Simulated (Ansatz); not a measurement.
# A defect in a wire: (3,3) C nanotube, Au placed on top of one C, part 2 of 5

Wanted: the relaxed defect and the transmission past it, beside the channels of the perfect wire.

Ansatz 0.2.0; DFT PBE, plane waves, PAW; relaxation of a wire's period (the session's first sound run).

So far. Step 2 (Relaxation of atoms and period): The cell's length comes to 2.466 Å with spin left out.

### Step 3. The perfect wire

This step: DFT PBE, plane waves, PAW; channels and complex bands of a perfect wire (Ansatz 0.2.0).

At the relaxed period the Bloch states of the perfect wire are found at each energy: those that move forward count the open channels, and those that decay describe how a disturbance dies away inside the wire itself. An energy step of 0.035 eV is under the 0.039 eV that the program asks for its thermal average at 300 K.

The input, input.yaml:

```yaml
crystal:
  lattice:
    - [10.868, 0.0, 0.0]
    - [0.0, 10.806, 0.0]
    - [0.0, 0.0, 2.4664819415]
  atoms:
    - { symbol: C, position: [0.648270349, 0.62532147, 0.0] }
    - { symbol: C, position: [0.693514287, 0.500080886, 0.0] }
    - { symbol: C, position: [0.306485713, 0.499919114, 0.5] }
    - { symbol: C, position: [0.351729651, 0.37467853, 0.5] }
    - { symbol: C, position: [0.466301161, 0.691757203, 0.5] }
    - { symbol: C, position: [0.596808737, 0.668744024, 0.5] }
    - { symbol: C, position: [0.596793604, 0.331410617, 0.5] }
    - { symbol: C, position: [0.681870799, 0.433551834, 0.5] }
    - { symbol: C, position: [0.318129201, 0.566448166, 0.0] }
    - { symbol: C, position: [0.403206396, 0.668589383, 0.0] }
    - { symbol: C, position: [0.403191263, 0.331255976, 0.0] }
    - { symbol: C, position: [0.533698839, 0.308242797, 0.0] }
kpoints:
  mp_grid: { grid: [1, 1, 33] }
scf:
  occupations: { method: fermi_dirac, width: 0.05 }
hamiltonian:
  xc: pbe
output:
  transmission:
    e_range: [-1.26, 1.26]
    de: 0.035
    kmesh: [1, 1]
    reduced_basis: true
    leads: [[0, 0]]
basis:
  ecutwfc: "350 eV"
```

Command:

```console
$ ansatz run input.yaml --threads 4 --pin off --max-ram 16384MiB --backend cpu --events-out ev --progress --plain --runs-dir out
```

Numbers of over 12 decimals in the logs are rounded to 6 here.

Log:

```text
Warning: basis.ecutwfc = 350 eV is below the records' recommended 420 eV, and the density's cutoff is lower with it unless basis.ecutrho_ratio is high enough to keep the records' density cutoff: compare with a run at a higher cutoff
[...]
Crystal: 12 atoms, lattice volume = 289.663 Å³
Basis set: ecut = 350 eV, 4291 PW (Γ)
Bands: 36, of which v1, the nominal top of the filled ones, is band 24 counted from 1 (23 counted from 0)
Symmetry: 4 space group operations
[...]
k-points: 17 of 33
[...]
SCF iter   1: F=—  HF=-3005.233207 eV  |F-HF|=—  |Δ(HF+E_count)|=         —  Δρ=6.35e-3  dr2=7.29e-2  ethr=1.77e-3  ⟨swp⟩=11.5  Hψ=3924  notcnv=0  defer=59
[...]
SCF iter   8: F=-3005.230900 eV  HF=-3005.230900 eV  |F-HF|=1.08e-8  |Δ(HF+E_count)|=   1.19e-7  Δρ=2.47e-6  dr2=1.44e-8  ethr=2.08e-10  ⟨swp⟩=17.2  Hψ=3245  notcnv=0
SCF 1 converged in 8 iterations: F = -3005.230900 eV  dr2 = 1.44e-8
[...]
transmission: 4 of 4 steps passed
SCF converged after 8 iterations
Free energy (F): -3005.230900 eV
[...]
Internal energy: -3005.227168 eV  (E = F + TS)
E sigma→0 (E₀):  -3005.229034 eV
Entropy (-TS):   -0.003732 eV (-0.311 meV/atom)
Fermi energy:    0.002749 eV
[...]
--- Band table (eV; the first three rows and the last of 17) ---
  k-point 0: bands = [... 20 lower, -3.9475, -3.5181, -3.2348, -1.4683, 1.1248, 3.0731, 3.3718, 3.4007, ... 8 higher]
  k-point 1: bands = [... 20 lower, -3.9312, -3.5429, -3.3026, -1.4513, 1.1272, 3.0950, 3.3862, 3.4027, ... 8 higher]
  k-point 2: bands = [... 20 lower, -3.8827, -3.6171, -3.4997, -1.4007, 1.1309, 3.1604, 3.4034, 3.4283, ... 8 higher]
  k-point 16: bands = [... 20 lower, -2.8035, -2.8022, -2.4625, -2.4610, 0.8769, 0.8773, 1.0815, 1.0824, ... 8 higher]
--- Transmission ---
  basis      : 861 plane waves across, 4 finite elements along
  points     : 1, standing for a mesh of 1 x 1
  filling    : by the input's occupations and mesh, since the crystals that have channels conduct as metals do. If one of these is a semiconductor, that mesh has misplaced its level
  energies   : 73 from -1.260000 to 1.260000 eV about the Fermi level, 0.035000 eV apart; the leads are filled to 0.000000 eV, and channels, transmission and decay are at 0.000000 eV
  crystal 0  : C12, at the sites [0, 0], period 2.4665 Å: whole cells are its period
    offset         : up to 0.0000 Å between an atom of the period and one for which it stands
    filled         : 8.1 meV over the level at which it is neutral
    channels       : 2.000000e0 a spin
    conductance    : 1.3158e14 S/m² at 300 K; may be off by some 0.1 % by where its bands' edges are placed, 0.0 % from the distance to neutral
```

Wall time 10 min (4 threads of Arm Neoverse V1, shared host); peak memory 5.7 GiB; 38 min of CPU time.

Reading the cycles: dr2 is the Hartree energy of the density residual (eV), the measure of convergence; HF is the Harris–Foulkes estimate of the energy, which meets the free energy F at convergence.

This step gave:

* energy at zero smearing: -3005.2290 eV
* channels at the energy nearest the Fermi level, one spin: 2
* conductance of the lead as this run defines it: 1.994 G₀
* band gap: 0 eV

Table of open channels of the lead, one spin by energy, zero at the Fermi level:

| energy (eV) | open channels of the lead, one spin |
| --- | --- |
| -1.190 | 2 |
| -1.085 | 2 |
| -1.015 | 2 |
| -0.910 | 2 |
| -0.805 | 2 |
| -0.700 | 2 |
| -0.595 | 2 |
| -0.490 | 2 |
| -0.385 | 2 |
| -0.315 | 2 |
| -0.210 | 2 |
| -0.105 | 2 |
| 0.000 | 2 |
| 0.105 | 2 |
| 0.210 | 2 |
| 0.315 | 2 |
| 0.385 | 2 |
| 0.490 | 2 |
| 0.595 | 2 |
| 0.700 | 2 |
| 0.805 | 6 |
| 0.910 | 6 |
| 1.015 | 6 |
| 1.085 | 6 |
| 1.190 | 5 |

The slowest values at each energy, most degenerate partners merged, listed up to 1.5 1/Å. Im kz of the slowest decaying states against energy, zero at the Fermi level:

```csv
energy (eV),decay 1 (Å⁻¹),decay 2 (Å⁻¹),decay 3 (Å⁻¹),decay 4 (Å⁻¹)
-1.190,0.218,0.219,0.370,0.417
-1.085,0.225,0.225,0.377,0.421
-1.015,0.228,0.228,0.381,0.423
-0.910,0.232,0.232,0.386,0.426
-0.805,0.234,0.234,0.392,0.429
-0.700,0.235,0.235,0.397,0.432
-0.595,0.234,0.235,0.402,0.431
-0.490,0.233,0.233,0.407,0.429
-0.385,0.230,0.230,0.411,0.427
-0.315,0.227,0.227,0.414,0.425
-0.210,0.222,0.222,0.417,0.422
-0.105,0.215,0.215,0.419,0.421
0.000,0.206,0.207,0.415,0.424
0.105,0.196,0.197,0.410,0.427
0.210,0.183,0.184,0.405,0.430
0.315,0.168,0.168,0.399,0.432
0.385,0.155,0.156,0.394,0.434
0.490,0.132,0.133,0.386,0.436
0.595,0.101,0.102,0.375,0.437
0.700,0.0462,0.0480,0.361,0.439
0.805,0.342,0.440,0.442,0.443
0.910,0.314,0.441,0.441,0.441
1.015,0.263,0.439,0.439,0.441
1.085,0.181,0.438,0.438,0.441
1.190,0.198,0.435,0.436,0.441
```

By hand: the program gives 1.3158 × 10^14 S/m² over the cell's cross-section of 117.44 Å² = 1.174 × 10^-18 m², so one cell conducts 1.545 × 10^-4 S. Divided by G0 = 2e²/h = 7.748 × 10^-5 S this is 1.99 G0, a resistance of 6.47 kΩ.

At the computed energy nearest the Fermi level there are 2 channels a spin, and the thermal average gives 1.99 G₀.

(Part 2 of 5 ends here.)

[Logs are printed without paths, hosts, clocks, repeated set-up lines and the standing remarks that a program may print on its own settings, such as how far it seeks lower states.]

[Hosts, paths, dates, database ids (printed as entryN), source tags and the programs' standing remarks are cut or masked in the printed files.]
